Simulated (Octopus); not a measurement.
## BN under changes of volume

One of the cells (8.967 Å³/atom); the others are scaled copies at fixed shape and fractional positions:

```
N B
1.0
     2.49824    0.00000    0.00000
    -1.24912    2.16354    0.00000
     0.00000    0.00000    6.63570
N B
2 2
Direct
  0.66667 0.33333 0.25000
  0.33333 0.66667 0.75000
  0.66667 0.33333 0.75000
  0.33333 0.66667 0.25000
```

| Item | Value |
| --- | --- |
| Program | Octopus 16.4 |
| Functional | PBEsol |
| Potentials or basis | pseudodojo_pbesol (PseudoDojo 0.4, PBEsol) |
| Grid spacing | 0.119 × 0.119 × 0.123 Å |
| k mesh | 12 × 12 × 4 |
| Occupations | fermi-dirac, width 0.05 eV |
| Spin | no spin polarisation |

| volume (Å³/atom) | energy over the lowest point (meV/atom) | gap on the mesh (eV) |
| --- | --- | --- |
| 8.429 | 37.20 | 4.27 |
| 8.608 | 17.82 | 4.25 |
| 8.787 | 6.13 | 4.23 |
| 8.967 | 0.00 | 4.21 |
| 9.146 | 0.57 | 4.19 |
| 9.325 | 5.32 | 4.16 |
| 9.505 | ? | ? |

Task: What does the run at 9.505 Å³/atom give?

Result: Energy over the lowest point 14.96 meV/atom; gap on the mesh 4.14 eV.

Worked out: A Birch-Murnaghan fit of order 3 (a polynomial in V^(-2/3)) to the other rows has its minimum at 9.05 Å³/atom with B0 = V·E''(V) = 238 GPa and B' = 5.6 at fixed shape and positions, which overstates the stiffness. It gives 14.75 meV/atom at 9.505 Å³/atom, against the run's 14.96. A straight line through the other rows of the gap, of slope -1.06 eV per unit of ln V, extrapolates to 4.15 eV, against the run's 4.14.

Energies are extrapolated to zero smearing.

Caveats: this functional lacks dispersion, which binds the layers, so the pressure and a relaxed spacing across them are unreliable.

A mesh can miss the band edges.
